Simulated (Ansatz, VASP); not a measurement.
**Two plane-wave programs on CdTe**

Contents of INCAR:

```
ALGO     = Fast           # electronic algorithm
EDIFF    = 1E-6           # SCF threshold, eV
ENCUT    = 520            # plane-wave cutoff, eV
GGA      = PE             # functional
ISIF     = 2              # what is computed and relaxed
ISMEAR   = 0              # smearing method
LASPH    = T              # aspherical terms in the spheres
LCHARG   = T              # write CHGCAR
LELF     = T              # ELF
LREAL    = F              # projectors in reciprocal space
LVHAR    = T            
LWAVE    = F              # write WAVECAR
NBANDS   = 16             # bands
NELM     = 100            # most SCF steps
PREC     = Accurate       # precision mode
SIGMA    = 0.05           # smearing width, eV
```

File KPOINTS:

```
k-points
0
Gamma
  8 8 8
```

File POSCAR:

```
CdTe
1.0
    0.0000000000      3.2050000000      3.2050000000
    3.2050000000      0.0000000000      3.2050000000
    3.2050000000      3.2050000000      0.0000000000
Cd Te
1 1
Direct
    0.0000000000      0.0000000000      0.0000000000
    0.7500000000      0.7500000000      0.7500000000
```

Input for Ansatz:

```yaml
crystal:
  lattice:
    - [0.0, 3.205, 3.205]
    - [3.205, 0.0, 3.205]
    - [3.205, 3.205, 0.0]
  atoms:
    - { symbol: Cd, position: [0.0, 0.0, 0.0] }
    - { symbol: Te, position: [0.75, 0.75, 0.75] }
basis:
  ecutwfc: 420
kpoints:
  mp_grid: { grid: [8, 8, 8] }
hamiltonian:
  xc: pbe
scf:
  occupations: { method: gaussian, width: 0.05 }
output:
  forces: true
  stress: true
  eigenvalues: true
```

Alike in both runs: task single point; functional PBE; k mesh 8 × 8 × 8; occupations gaussian, width 0.05 eV; no spin polarisation.

|  | VASP | Ansatz |
| --- | --- | --- |
| version | VASP 6.6.1 | Ansatz 0.2.0 |
| potentials or method | VASP PAW PBE potentials, release 64 (Cd, Te) | scalar-relativistic, plane waves, PAW |
| plane-wave cutoff (eV) | 520 | 420 |
| valence electrons in the cell | 18 | 36 |

|  | VASP | Ansatz | Ansatz less VASP |
| --- | --- | --- | --- |
| gap on the k mesh at the Fermi level (eV) | 0.87 | 0.87 | 0.000 |
| least direct gap on the mesh (eV) | 0.87 | 0.87 | 0.000 |
| pressure (GPa) | 4.4 | 4.2 | -0.16 |

The two sets of potentials don't hold the same shells in valence.

Caveats: spin-orbit coupling is left out, which moves the levels of the heavy elements. As with any semilocal functional, this PBE gap is likely too small.
